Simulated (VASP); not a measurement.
## Mn: single point with PBEsol

Crystal: Mn.

```
Mn
1.0
     0.00000    2.37480    2.37480
     2.37480    0.00000    2.37480
     2.37480    2.37480    0.00000
Mn
2
Direct
  0.12500 0.12500 0.12500
  0.87500 0.87500 0.87500
```

This isn't the form of Mn at room conditions, which is a 58-atom cubic cell.

| Item | Value |
| --- | --- |
| Program | VASP 6.6.1 |
| Task | single point |
| Functional | PBEsol |
| Potentials or basis | VASP PAW PBE potentials, release 64 (Mn_pv) |
| Cutoff | 520 eV |
| k mesh | 13 × 13 × 13 |
| Occupations | fermi-dirac, width 0.1 eV |
| Spin | no spin polarisation |
| Dipole correction | no |
| Further INCAR settings | ALGO = Fast; EDIFF = 1e-07; NBANDS = 20 |

The pressure is 17.1 GPa and the band gap on the k mesh is none (metal or under the smearing width).

Levels at points of the mesh, in eV from the Fermi level:
```csv
k point,band 11,band 12,band 13,band 14,band 15,band 16
"(0.00, 0.00, 0.00)",-1.94,-1.94,0.48,0.48,0.48,2.65
```

Wall time 38 s on 1 thread of Intel(R) Xeon(R) Platinum 8488C (Sapphire Rapids), with other jobs on the host, peak memory 0.17 GiB.

Caveat: so large a pressure means that the cell lies far from this level's equilibrium, or that cutoff or potentials fall short; the potentials were made for another functional, which shifts forces and pressure; the run has no spin polarisation, though such a crystal can be magnetic. Spin polarisation is off, so any magnetic state and its effect on volume and gap are missing.
